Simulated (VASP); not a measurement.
A run of VASP 6.6.1:

INCAR

```
PREC     = Accurate       # precision mode
ENCUT    = 600            # plane-wave cutoff, eV
EDIFF    = 1E-7           # SCF threshold, eV
ISMEAR   = 0              # smearing method
SIGMA    = 0.01           # smearing width, eV
LREAL    = F              # projectors in reciprocal space
LASPH    = T              # aspherical terms in the spheres
NELM     = 80             # most SCF steps
ALGO     = Normal         # electronic algorithm
ISIF     = 2              # what is computed and relaxed
LWAVE    = F              # write WAVECAR
LCHARG   = F              # write CHGCAR
GGA      = PS             # functional
IBRION   = 2              # ionic algorithm
NSW      = 30             # ionic steps
EDIFFG   = -0.005         # ionic threshold
ISYM     = 0
```

The input KPOINTS:

```
regular mesh
0
Gamma
  1 1 1
```

File POSCAR:

```
N
1.0
   12.0000000000      0.0000000000      0.0000000000
    0.0000000000     12.4000000000      0.0000000000
    0.0000000000      0.0000000000     13.0000000000
N
2
Direct
    0.5000000000      0.5000000000      0.4577692308
    0.5000000000      0.5000000000      0.5422307692
```

Potentials or basis: VASP PAW PBE potentials, release 64 (N).

Command:

```bash
$ cat potpaw_PBE.64/N/POTCAR > POTCAR
$ mpirun -np 1 vasp_std > vasp.out
```

Hardware: 1 thread of Intel(R) Xeon(R) 6975P-C (Granite Rapids) (shared host).

Task: How long does it take, and how much memory?

Result: Run time: 6 min on 1 thread of Intel(R) Xeon(R) 6975P-C (Granite Rapids), on a shared host, peak memory 1.9 GiB. Counts: scf iterations 82, k points 1, ion steps 11.
